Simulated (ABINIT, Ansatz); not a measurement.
An input for ABINIT 10.8.3 (AlN (F-43m)):

```
acell 3*1.0 Angstrom
rprim 
  -0.000000000000 2.183993559600 2.183993559600
  2.183993559600 -0.000000000000 2.183993559600
  2.183993559600 2.183993559600 -0.000000000000
ntypat 2
znucl 13 7
natom 2
typat 1 2
xred 
  0.000000000000 0.000000000000 0.000000000000
  0.750000000000 0.750000000000 0.750000000000
pp_dirpath "pseudos"
pseudos "Al.upf, N.upf"
ecut 36
ngkpt 8 8 8
nshiftk 1
shiftk 0 0 0
kptopt 1
chksymbreak 0
istwfk *1
occopt 1
irdwfk 1
optdriver 3
nband 158
ecuteps 10.4
inclvkb 2
awtr 1
symchi 1
gwcalctyp 2
nfreqre 16
freqremax 40 eV
nfreqim 8
spmeth 1
nomegasf 120
indata_prefix "in"
outdata_prefix "out"
tmpdata_prefix "tmp"
```

```sh
OMP_NUM_THREADS=1 mpirun -n 4 abinit run.abi > log
```

Q: How long will it take on 4 MPI ranks of Arm Neoverse V1, shared host, and how much memory?

It took 12 min; on shared hardware allow 5.9 min to 23 min. Peak host memory was 2.0 GiB.

[Paths, hosts, dates, memory and timing lines, banners, echoed tables and standing remarks are left out of the program output.]

[Logs are printed without paths, hosts, clocks, repeated set-up lines and the standing remarks that a program may print on its own settings, such as how far it seeks lower states.]

[Runs of the session that timed out or met a known fault of the program may be left out.]

[Hosts, paths, dates, database ids (printed as entryN), source tags and the programs' standing remarks are cut or masked in the printed files.]

[G0W0 gaps are taken among the corrected bands and points alone; a level outside them can change the order at an edge.]

[Where Ansatz stands beside ABINIT at settings called matched, ABINIT's density can come from a denser mesh and the files from another edition; pairs whose starting gaps differed by over 0.03 eV were left out, so agreement reads better than it is.]
